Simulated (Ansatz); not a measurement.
Input, command and steps of an Ansatz relaxation.

```yaml
crystal:
  lattice:
    - [3.6913825498, 0.0, 0.0]
    - [-1.8456912749, 3.1968310632, 0.0]
    - [0.0, 0.0, 6.04107701]
  atoms:
    - { symbol: Zr, position: [0.0, 0.0, 0.0] }
    - { symbol: S, position: [0.66666667, 0.33333333, 0.76209003] }
    - { symbol: S, position: [0.33333333, 0.66666667, 0.23790997] }
basis:
  ecutwfc: 420
kpoints:
  mp_grid: { grid: [12, 12, 6] }
hamiltonian:
  xc: pbesol
  dispersion: d3bj
scf:
  occupations: { method: gaussian, width: 0.01 }
output:
  forces: true
  stress: true
  eigenvalues: true
relax:
  adjacent_minimum: "off"
  f_tol: 0.01
  max_steps: 40
```

```bash
ansatz run input.yaml --threads 1 --pin off --max-ram 2560MiB --backend cpu --events-out ev --progress --plain --runs-dir out
```

Theory: DFT PBEsol+D3(BJ), scalar-relativistic, plane waves, PAW (Ansatz 0.2.0).

Of 3 frames 3 are shown, positions in Å and forces in eV/Å; the SCF threshold varies from step to step. The mark taken_back stands on steps that the optimiser undid.

```xyz
3
Lattice="3.6914 0.0000 0.0000 -1.8457 3.1968 0.0000 0.0000 0.0000 6.0411" Properties=species:S:1:pos:R:3:forces:R:3 pbc="T T T" step=1 free_energy_over_end_meV_per_atom=0.57
Zr    0.0000    0.0000    0.0000    0.0000    0.0000    0.0000
S     1.8457    1.0656    4.6038    0.0000    0.0000    0.1350
S     0.0000    2.1312    1.4372    0.0000    0.0000   -0.1350
3
Lattice="3.6914 0.0000 0.0000 -1.8457 3.1968 0.0000 0.0000 0.0000 6.0411" Properties=species:S:1:pos:R:3:forces:R:3 pbc="T T T" step=2 free_energy_over_end_meV_per_atom=0.79 taken_back
Zr    0.0000    0.0000    0.0000    0.0000    0.0000    0.0000
S     1.8457    1.0656    4.6313    0.0000    0.0000   -0.1601
S     0.0000    2.1312    1.4098    0.0000    0.0000    0.1601
3
Lattice="3.6914 0.0000 0.0000 -1.8457 3.1968 0.0000 0.0000 0.0000 6.0411" Properties=species:S:1:pos:R:3:forces:R:3 pbc="T T T" step=3 free_energy_over_end_meV_per_atom=0.00
Zr    0.0000    0.0000    0.0000    0.0000    0.0000    0.0000
S     1.8457    1.0656    4.6167    0.0000    0.0000   -0.0024
S     0.0000    2.1312    1.4244    0.0000    0.0000    0.0024
```

Time: 12 s on 1 thread of Intel(R) Xeon(R) Platinum 8488C (Sapphire Rapids), on a shared host, peak memory 0.47 GiB.